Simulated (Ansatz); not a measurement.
# LiF: the cell at several levels of theory

The task here is to estimate one member of a computed series from the others.

The runs shown are made with Ansatz 0.2.0. PAW datasets, plane waves, zero pressure. Computed, not measured; no magnetism was allowed, and the structure may never have been made.

### The cell

This is the cell as the run starts from it, not yet at rest; its lengths are not the crystal's.

The symmetry is F-43m (No. 216, cubic); a = 3.649 Å in the conventional setting, 6.07 Å³ an atom. Near Li stand 4 F at 1.58 Å; near F stand 4 Li at 1.58 Å.

As a file:

Space group F-43m (No. 216). a = 3.649 Å, b = 3.649 Å, c = 3.649 Å, α = 90.00°, β = 90.00°, γ = 90.00°
| atom | site | symmetry | x | y | z |
| --- | --- | --- | --- | --- | --- |
| Li | 4a | -43m | 0.0000 | 0.0000 | 0.0000 |
| F | 4d | -43m | 0.2500 | 0.2500 | 0.7500 |

The first run:

Input file input.yaml:

```yaml
crystal:
  lattice:
    - [0.0, 1.8244268506, 1.8244268506]
    - [1.8244268506, 0.0, 1.8244268506]
    - [1.8244268506, 1.8244268506, 0.0]
  atoms:
    - { symbol: Li, position: [0.0, 0.0, 0.0] }
    - { symbol: F, position: [0.25, 0.25, 0.25] }
kpoints:
  mp_grid: { grid: [10, 10, 10] }
hamiltonian:
  xc: pbe
scf:
  occupations: { method: fermi_dirac, width: 0.02 }
relax:
  f_tol: 0.005
  cell: {}
```

Started as:

```console
$ ansatz run input.yaml --threads 2 --pin off --max-ram 2211MiB --backend cpu --events-out ev --progress --plain --runs-dir out
```

Steps of the session up to this table: Relaxing with PBE; Relaxing with r2SCAN; PBEsol: cell and atoms; Relaxation with LDA; HSE06: cell and atoms.

One table of the session follows, with a row left open; its other results are not shown here.

It belongs to the step «The cells side by side». 

```
 level  a (Å)  volume (Å³/atom)
   PBE  4.364            10.387
r2SCAN  4.289             9.864
PBEsol  4.311            10.018
   LDA      ?                 ?
 HSE06  4.310            10.008
```

**Question.** Estimate the row for LDA.

The run gave: a (Å): 4.205; volume (Å³/atom): 9.295. In the column «a (Å)» it is the lowest.

The first relaxation changed the volume by +71.1 % from the start. The volume runs from LDA (least) to PBE (most), a spread of 11.8 %, or 3.8 % in length if all axes shared it alike. The meshes differ: PBE 10×10×10, r2SCAN 10×10×10, PBEsol 10×10×10, LDA 10×10×10, HSE06 6×6×6.
